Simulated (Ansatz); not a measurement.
# CdSe: the cost of one run

Program: Ansatz 0.2.0. Level of theory: DFT, plane waves, PAW, no spin polarisation. These are calculated values, not measurements.

### 1 The starting structure

The cell holds 16 atoms (Cd8Se8): a = 7.066 Å, b = 7.066 Å, c = 7.066 Å, α = 90.00°, β = 90.00°, γ = 90.00°.

Structure file:

```xyz
16
Lattice="7.0662 0.0000 0.0000 0.0000 7.0662 0.0000 0.0000 0.0000 7.0662" Properties=species:S:1:pos:R:3 pbc="T T T"
Cd    0.0000    0.0000    0.0000
Se    1.7666    1.7666    1.7666
Cd    0.0000    0.0000    3.5331
Se    1.7666    1.7666    5.2997
Cd    0.0000    3.5331    0.0000
Se    1.7666    5.2997    1.7666
Cd    0.0000    3.5331    3.5331
Se    1.7666    5.2997    5.2997
Cd    3.5331    0.0000    0.0000
Se    5.2997    1.7666    1.7666
Cd    3.5331    0.0000    3.5331
Se    5.2997    1.7666    5.2997
Cd    3.5331    3.5331    0.0000
Se    5.2997    5.2997    1.7666
Cd    3.5331    3.5331    3.5331
Se    5.2997    5.2997    5.2997
```

### 2 Run 1: PBE

Input file input.yaml:

```yaml
crystal:
  lattice:
    - [7.0662034668, 0.0, 0.0]
    - [0.0, 7.0662034668, 0.0]
    - [0.0, 0.0, 7.0662034668]
  atoms:
    - { symbol: Cd, position: [0.0, 0.0, 0.0] }
    - { symbol: Se, position: [0.25, 0.25, 0.25] }
    - { symbol: Cd, position: [0.0, 0.0, 0.5] }
    - { symbol: Se, position: [0.25, 0.25, 0.75] }
    - { symbol: Cd, position: [0.0, 0.5, 0.0] }
    - { symbol: Se, position: [0.25, 0.75, 0.25] }
    - { symbol: Cd, position: [0.0, 0.5, 0.5] }
    - { symbol: Se, position: [0.25, 0.75, 0.75] }
    - { symbol: Cd, position: [0.5, 0.0, 0.0] }
    - { symbol: Se, position: [0.75, 0.25, 0.25] }
    - { symbol: Cd, position: [0.5, 0.0, 0.5] }
    - { symbol: Se, position: [0.75, 0.25, 0.75] }
    - { symbol: Cd, position: [0.5, 0.5, 0.0] }
    - { symbol: Se, position: [0.75, 0.75, 0.25] }
    - { symbol: Cd, position: [0.5, 0.5, 0.5] }
    - { symbol: Se, position: [0.75, 0.75, 0.75] }
kpoints:
  mp_grid: { grid: [2, 2, 2] }
hamiltonian:
  xc: pbe
scf:
  occupations: { method: fermi_dirac, width: 0.052 }
md:
  ensemble: npt_langevin
  temperature: 600
  timestep: 1.0
  n_steps: 30
  initial_velocities: maxwell_boltzmann
  seed: 5273
```

Launch:

```
$ ansatz run input.yaml --threads 4 --pin off --max-ram 3686MiB --backend cpu --events-out ev --progress --plain --runs-dir out
```

Q: Estimate wall time and peak memory on 4 threads of Arm Neoverse N1, shared host.

About 6.7 min, with a peak of 1.8 GiB.
